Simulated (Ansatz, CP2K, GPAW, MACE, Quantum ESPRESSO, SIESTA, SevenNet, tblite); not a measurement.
**tblite runs on Σ3 (111)[1-10] symmetric tilt boundary in YRh (48 atoms)**

Aim: run Σ3 (111)[1-10] symmetric tilt boundary in YRh (48 atoms) in tblite and see how near its forces come to a plane-wave reference, and at what cost.

Program: tblite 0.8.0. Level of theory: the method is named at each step. Results are calculated unless marked as measured.

## Step 1: The structure

The cell holds 48 atoms: 24 Y and 24 Rh. Its edges and angles: a = 4.818 Å, b = 8.345 Å, c = 24.964 Å, α = 90.0°, β = 90.0°, γ = 90.0°. It derives from YRh (CsCl-type). CsCl-type YRh (a = 3.407 Å); two grains mirrored in (111), tilt axis [1-10], misorientation 109.47 deg; 1 x 1 boundary periods, 2 lattice periods a grain, two boundaries a cell, upper grain shifted by [0, 0] of the boundary cell and opened by 0.68 Å, no atom removed; not relaxed, displaced by a Gaussian of 0.02 Å. Then every atom was moved at random, 0.02 Å r.m.s. a Cartesian component. Regions: lower grain, 24 atoms (12 Y and 12 Rh); upper grain, 24 atoms (12 Y and 12 Rh). The structure's axis is c.

The yardstick, on the same geometry:

- method: Kohn-Sham DFT, PBE, PAW, plane waves (Ansatz 0.2.0); cutoff 420 eV, Γ point, fermi-dirac smearing of 0.05 eV; PAW set soft_2
- r.m.s. force component: 0.4926 eV/Å
- longest force: 2.517 eV/Å
- pressure: -3.761 GPa
- SCF cycles: 10
- time: 12 s on 8 threads of Arm Neoverse N1, shared host
- CPU time: 89 s

## Step 2: GFN1-xTB

Method: GFN1-xTB tight binding, diagonalisation.

run.py

```python
import numpy as np
from ase.io import read
from tblite.ase import TBLite

atoms = read("structure.xyz")
atoms.calc = TBLite(method="GFN1-xTB", electronic_temperature=580, accuracy=1.0, max_iterations=250, mixer_damping=0.1, verbosity=1)
energy = atoms.get_potential_energy()
forces = atoms.get_forces()
print(f"energy {energy:.6f} eV")
print("forces (eV/A)")
for i, (a, f) in enumerate(zip(atoms, forces)):
    print(f"{i:4d} {a.symbol:2s} {f[0]:10.5f} {f[1]:10.5f} {f[2]:10.5f}")
stress = -atoms.get_stress(voigt=False) * 160.21766
print("stress (GPa, compression positive)")
for row in stress:
    print(" ".join(f"{x:10.4f}" for x in row))
print("charges (e)")
print(np.array2string(atoms.get_charges(), precision=4, suppress_small=True, max_line_width=110, threshold=100000))
```

structure.xyz

```xyz
48
Lattice="4.81823 0.00000 0.00000 0.00000 8.34541 0.00000 0.00000 0.00000 24.96439" Properties=species:S:1:pos:R:3 pbc="T T T"
Y 4.79751 0.01552 0.04618
Rh 0.00323 0.01160 2.95728
Y 2.40950 4.17137 24.94442
Rh 2.40131 4.14416 2.95029
Y 2.39307 1.44593 1.93224
Rh 2.40328 1.37683 4.99188
Y 0.02674 5.57999 1.97718
Rh 0.02510 5.53743 4.91324
Y 4.76494 2.76892 3.91492
Rh 4.81399 2.78002 6.89342
Y 4.79433 0.01068 5.90782
Rh 4.81756 8.31437 8.78397
Y 2.40714 6.96182 3.90243
Rh 2.46501 6.97559 6.86895
Y 2.40767 4.21860 5.93653
Rh 2.40569 4.26409 8.80419
Y 2.43398 1.39927 7.84980
Rh 2.43388 1.36406 10.84228
Y 4.79505 5.53159 7.88101
Rh 4.78547 5.54135 10.84378
Y 0.03956 2.82484 9.82174
Rh 0.03575 2.85096 0.96288
Y 2.40709 6.97109 9.76133
Rh 2.45383 6.99504 0.96437
Y 0.00949 8.30226 12.48594
Rh 0.00535 0.01936 21.35079
Y 2.43509 4.15218 12.44749
Rh 2.39760 4.18898 21.34355
Y 2.39558 1.38651 22.28946
Rh 2.36363 1.37441 19.35364
Y 4.75029 5.54811 22.32291
Rh 0.02650 5.61204 19.35414
Y 4.80652 2.78545 20.37294
Rh 0.01980 2.76867 17.41141
Y 0.02799 0.01319 18.37803
Rh 4.80686 8.34399 15.43074
Y 2.40290 6.92335 20.39516
Rh 2.44559 6.98052 17.38820
Y 2.42930 4.19240 18.37579
Rh 2.45754 4.13198 15.46844
Y 2.42116 1.37040 16.42757
Rh 2.37958 1.37390 13.46330
Y 4.80382 5.57882 16.41234
Rh 4.80276 5.55938 13.49101
Y 4.80421 2.75991 14.46262
Rh 0.01450 2.74314 23.29452
Y 2.40690 6.98194 14.45114
Rh 2.41745 6.89765 23.31125
```

Command:

```
OMP_NUM_THREADS=1 python run.py > output.txt
```

The program printed:

```text
------------------------------------------------------------
  cycle        total energy    energy error   density error
------------------------------------------------------------
      1     -116.6522874077  -1.1646452E+02   1.5541638E+00
      2     -118.7491454335  -2.0968580E+00   1.3769406E+00
      3     -255.8335756025  -1.3708443E+02   5.4855672E+00
      4     -272.8410946559  -1.7007519E+01   5.5603584E+00
      5     -271.8865734162   9.5452124E-01   5.5468380E+00
      6     -277.6945741958  -5.8080008E+00   5.6013259E+00
      7     -295.4183342004  -1.7723760E+01   5.7413677E+00
      8     -103.7923206392   1.9162601E+02   2.8706008E+00
      9     -72.23052977900   3.1561791E+01   4.5861388E+00
     10     -108.6506269025  -3.6420097E+01   2.7930267E+00
[... 168 lines of further cycles ...]
    179     -126.3690398761  -3.7557619E-07   1.2262615E-04
    180     -126.3690398722   3.9063792E-09   1.1314200E-04
    181     -126.3690398592   1.2991450E-08   1.2110122E-04
    182     -126.3690402141  -3.5488733E-07   9.6522041E-05
    183     -126.3690402549  -4.0860556E-08   1.2609162E-04
    184     -126.3690404246  -1.6963789E-07   8.0360068E-05
    185     -126.3690405538  -1.2918875E-07   4.9261722E-05
    186     -126.3690405804  -2.6648436E-08   5.0700631E-05
    187     -126.3690406174  -3.6963201E-08   4.1831200E-05
    188     -126.3690406399  -2.2498838E-08   1.9774698E-05
------------------------------------------------------------
 total:                                  17.562 sec
energy -3438.676746 eV
forces (eV/A)
   0 Y     0.08634   -0.95583   -1.31444
   1 Rh    0.03155   -0.05257   -0.14184
   2 Y     0.04644   -0.80083   -1.10640
   3 Rh    0.05806    0.03129   -0.06525
   4 Y     0.01559   -0.10747    0.42819
   5 Rh   -0.02171    0.09272   -0.42563
   6 Y    -0.05716   -0.01260    0.20294
   7 Rh   -0.07905    0.12453   -0.12760
   8 Y     0.16720    0.11361    0.40035
   9 Rh    0.07577    0.10032   -0.05660
  10 Y     0.19542   -0.14189   -0.00826
  11 Rh    0.08324    0.25303    0.02921
  12 Y     0.03222    0.11190    0.34197
  13 Rh   -0.31131   -0.09013   -0.03150
  14 Y    -0.03652   -0.24650   -0.18759
  15 Rh   -0.00618   -0.40016    0.13212
  16 Y    -0.10015   -0.01827    0.32804
  17 Rh   -0.08214    0.35761   -0.24467
  18 Y     0.14979    0.37384   -0.14707
  19 Rh    0.08629    0.35508   -0.16196
  20 Y    -0.03890   -0.16698    0.46726
  21 Rh   -0.15001   -0.66175    0.40681
  22 Y    -0.03230    0.09367    0.80015
  23 Rh   -0.16603   -0.67442    0.49607
[...]
40 Y    -0.03178    0.07451    0.15432
  41 Rh    0.11205    0.54650    0.40141
  42 Y     0.14777   -0.16925    0.13576
  43 Rh    0.08319    0.48252    0.29327
  44 Y     0.11219   -0.00232    0.24125
  45 Rh   -0.03921   -0.20820   -0.11200
  46 Y    -0.02923   -0.33975    0.28991
  47 Rh   -0.04545   -0.14692   -0.14781
stress (GPa, compression positive)
  -17.0949     0.0041     0.0242
    0.0041     0.0001     0.1761
    0.0242     0.1761     5.6441
charges (e)
[ 0.6241 -0.6408  0.6267 -0.6337  0.6139 -0.622   0.6148 -0.6233  0.6291 -0.6083  0.6345 -0.6205  0.6272
 -0.6002  0.6316 -0.6315  0.6322 -0.6109  0.6304 -0.6065  0.6293 -0.68    0.6357 -0.6762  0.6256 -0.612
  0.6277 -0.6204  0.6368 -0.6105  0.6352 -0.6188  0.6293 -0.6192  0.6336 -0.6322  0.6319 -0.6217  0.6307
 -0.627   0.6266 -0.6656  0.6264 -0.6735  0.6176 -0.6092  0.6145 -0.6017]
```

It took 18 s on 1 thread of Arm Neoverse N1, shared host; peak memory 0.12 GiB.

Banners, paths, timers and routine set-up lines are dropped from the logs unmarked, and long logs keep their key lines alone; longer cuts are marked.

Against the reference:

```
r.m.s. force component                  : 0.3342 eV/Å
r.m.s. difference of force components   : 406.8 meV/Å
longest difference of force vectors     : 2139 meV/Å
force difference over r.m.s. force      : 82.59 %
slope of forces against the reference's : 0.3891
correlation of force components         : 0.5735
pressure                                : -3.817 GPa
pressure difference                     : -0.0562 GPa
```

Length of the force difference by element (eV/Å):

```
element  atoms  mean  most
     Rh     24  0.34   1.2
      Y     24  0.58   2.1
```

A closer look about Rh34, picked at random: 15 atoms, nearest first, numbered in the order of the input, with positions taken from that point.

```
atom      x      y      z  distance (Å)  bonds  Mulliken charge (e)     Fx     Fy  Fz (eV/Å)
Rh34   0.00   0.00   0.00          0.00     14                -0.62  -0.05   0.13      -0.13
 Y35   0.01  -2.76   0.97          2.92     14                 0.63  -0.12  -0.14       0.23
 Y41   2.40  -1.40  -0.98          2.95     14                 0.63  -0.03   0.07       0.15
 Y45  -0.03  -0.01  -2.95          2.95     13                 0.62   0.11   0.00       0.24
 Y39  -2.41   1.42   0.96          2.96     14                 0.63  -0.06  -0.10       0.14
 Y39   2.41   1.42   0.96          2.96     14                 0.63  -0.06  -0.10       0.14
 Y41  -2.42  -1.40  -0.98          2.96     14                 0.63  -0.03   0.07       0.15
 Y33  -0.03   0.02   2.96          2.96     14                 0.63   0.00   0.08      -0.09
 Y43  -0.03   2.81  -1.00          2.98     14                 0.63   0.15  -0.17       0.14
Rh30   2.34  -1.39   1.94          3.35     14                -0.61   0.27   0.07       0.11
Rh40  -2.38   1.36  -1.94          3.36     14                -0.63  -0.25   0.31      -0.19
Rh40   2.44   1.36  -1.94          3.40     14                -0.63  -0.25   0.31      -0.19
Rh36  -0.03  -2.77  -1.98          3.41     14                -0.63   0.10   0.19      -0.07
Rh30  -2.47  -1.39   1.94          3.44     14                -0.61   0.27   0.07       0.11
Rh32   0.01   2.84   1.94          3.44     14                -0.62  -0.09  -0.23       0.05
```

Atoms are counted from 1 here, from 0 in the log.

Forces lie 83 % from the reference's, at 0.21 times its CPU time (on 1 against 8 cores); the SCF took 188 steps, which the time reflects.

## Step 3: Summary of results

```
force difference from the reference : tblite GFN1-xTB, 83 %
its CPU time                        : 18 s
```

What this shows: Tight binding differs by 83 % (tblite GFN1-xTB); it is another model, with fitted parameters of its own, and the xTB methods hold dispersion. tblite GFN1-xTB needed 188 SCF steps, so its time overstates the method's usual cost. One electronic-structure run takes under half the reference's CPU time: tblite GFN1-xTB, at 83 % in 18 s against 89 s, too far off to be of use. Periodic xTB results under one method name differ between programs and library versions. The cell is under 6 Å thick along one periodic direction, so every atom has periodic images of itself close by, which move with it and show among its neighbours and in g(r). The reference's stress is far from hydrostatic: its diagonal is -16.2, 2.8, 2.1 GPa, compression counted positive. The host structure and its lattice constant were typed by rule, without a check against the phase diagram. The reference's pressure of -3.8 GPa belongs to a cell and atoms that aren't relaxed at this level. The electronic-structure runs sample only Γ, in a cell whose shortest periodic width is 5 Å, which is coarse for a cell with partly filled levels.

[Also dropped from logs without a mark: logging warnings of Python, and SIESTA's first energy breakdown and zero terms.]

[Logs are printed without paths, hosts, clocks, repeated set-up lines and the standing remarks that a program may print on its own settings, such as how far it seeks lower states.]

[Hosts, paths, dates, database ids (printed as entryN), source tags and the programs' standing remarks are cut or masked in the printed files.]
